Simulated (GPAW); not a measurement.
A run of GPAW 26.7.0:

run.py

```python
from ase import Atoms
from ase.dft.bandgap import bandgap
from ase.io import write
from ase.units import GPa
from gpaw import GPAW, PW

atoms = Atoms(['Zr', 'O', 'O'],
              cell=[[0.0, 2.5450727058, 2.5450727058],
                    [2.5450727058, 0.0, 2.5450727058],
                    [2.5450727058, 2.5450727058, 0.0]],
              scaled_positions=[[0.0, 0.0, 0.0],
                                [0.75, 0.75, 0.75],
                                [0.25, 0.25, 0.25]],
              pbc=True)

calc = GPAW(mode=PW(800),
            xc='PBE',
            kpts={'size': (9, 9, 9), 'gamma': True},
            occupations={'name': 'methfessel-paxton', 'order': 0, 'width': 0.028000000000000004},
            nbands=24,
            convergence={'density': 1e-05, 'energy': 1e-05},
            maxiter=150,
            txt='gpaw.txt')
atoms.calc = calc
energy = atoms.get_potential_energy()
forces = atoms.get_forces()
stress = atoms.get_stress()
calc.write('gs.gpw')
write('result.traj', atoms)
print(f'Energy: {energy:.6f} eV')
print('Forces (eV/A):')
print(forces.round(4))
print('Stress (GPa):', (stress / GPa).round(3))
print('Fermi level:', round(calc.get_fermi_level(), 4), 'eV')
print(f'Gap: {bandgap(calc)[0]:.4f} eV, direct: {bandgap(calc, direct=True)[0]:.4f} eV')
```

Potentials or basis: GPAW PAW data sets (gpaw-data 1.2.1), pw.

Run with:

```console
$ OMP_NUM_THREADS=1 python run.py
```

Hardware: 1 thread of AMD EPYC 9R45 96-Core Processor (Zen 5), with other jobs on the host.

**Question.** How long does it take, and how much memory?

**Answer.** Run time: 12 s on 1 thread of AMD EPYC 9R45 96-Core Processor (Zen 5), on a shared host, peak memory 0.18 GiB. Counts: scf iterations 10, plane waves 1719, bands 24, k points 35.
